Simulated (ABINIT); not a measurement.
Input of an ABINIT 10.8.3 (patched build) run:

Contents of run.abi:

```
# Pseudopotentials
pp_dirpath "./"
pseudos "Be.GGA_PBE-ansatz.xml"

# Structure
acell 2.2853 2.2853 3.5842 Angstrom
rprim
     1.0000000000     0.0000000000     0.0000000000
    -0.5000000000     0.8660254038     0.0000000000
     0.0000000000     0.0000000000     1.0000000000
ntypat 1
znucl 4
natom 2
typat 1 1
chkprim 0
chksymtnons 0
tolsym 1.0e-6
xred
            2/3            1/3            3/4
            1/3            2/3            1/4

# Plane-wave basis
ecut 15.4
pawecutdg 30.8
pawxcdev 0
pawovlp -1
ecutsm 0.5

# k points
kptopt 1
ngkpt 10 10 6
nshiftk 1
shiftk 0.0 0.0 0.0

# Exchange and correlation
ixc 23

# Bands and occupations
nband 6
occopt 3
tsmear 0.05 eV

# SCF cycle
nstep 80
tolvrs 1.0e-10

# Output
iomode 3
prteig 0
prtebands 0
prtwf 0
prtden 0

# Relaxation
ionmov 2
optcell 2
ntime 50
tolmxf 2.0e-5
dilatmx 1.08
```

Potentials or basis: Ansatz PAW PBE default generated set, frozen core.

Command:

```bash
$ abinit run.abi > log 2>&1
```

Task: Estimate the relaxed cell.

Result: a = 2.274 Å, b = 2.274 Å, c = 3.522 Å, α = 90.00°, β = 90.00°, γ = 120.00°.

Task: Predict the relaxed volume.

Result: 7.89 Å³/atom.

Task: Predict the space group after relaxing (to 0.05 Å).

Result: P6_3/mmc (No. 194).

Final structure:
```yaml
crystal:
  lattice:
    - [2.27441, 0.00000, 0.00000]
    - [-1.13720, 1.96970, 0.00000]
    - [0.00000, 0.00000, 3.52214]
  atoms:
    - { symbol: Be, position: [0.66667, 0.33333, 0.75000] }
    - { symbol: Be, position: [0.33333, 0.66667, 0.25000] }
```

Caveat: the PAW data sets were made with another functional, which shifts forces and pressure a little; the atomic spheres overlap.
